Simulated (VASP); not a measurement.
## CuAu under changes of volume

One of the cells (13.792 Å³/atom); the others are scaled copies at fixed shape and fractional positions:

```
CELL_PARAMETERS angstrom
3.00118 0.00000 0.00000
0.00000 3.00118 0.00000
0.00000 0.00000 3.06242
ATOMIC_POSITIONS crystal
Au 0.00000 0.00000 0.00000
Cu 0.50000 0.50000 0.50000
```

| Item | Value |
| --- | --- |
| Program | VASP 6.6.1 |
| Functional | LDA |
| Potentials or basis | VASP PAW LDA potentials, release 64 (Au, Cu) |
| Cutoff | 520 eV |
| k mesh | 8 × 8 × 6 |
| Occupations | fermi-dirac, width 0.05 eV |
| Spin | no spin polarisation |

```tsv
volume (Å³/atom)	energy over the lowest point (meV/atom)	pressure (GPa)
13.240	14.55	8.5
13.516	3.56	3.9
13.792	0.00	0.0
14.068	?	?
14.343	11.73	-6.7
```

**Question.** What does the run at 14.068 Å³/atom give?

**Answer.** Energy over the lowest point 2.99 meV/atom; pressure -3.6 GPa.

Worked out: A Birch-Murnaghan fit of order 2 (a polynomial in V^(-2/3)) to the other rows has its minimum at 13.80 Å³/atom with B0 = V·E''(V) = 190 GPa at fixed shape and positions, which overstates the stiffness. It gives 2.89 meV/atom at 14.068 Å³/atom, against the run's 2.99, and -dE/dV = -3.5 GPa, against -3.6.

Energies are extrapolated to zero smearing.
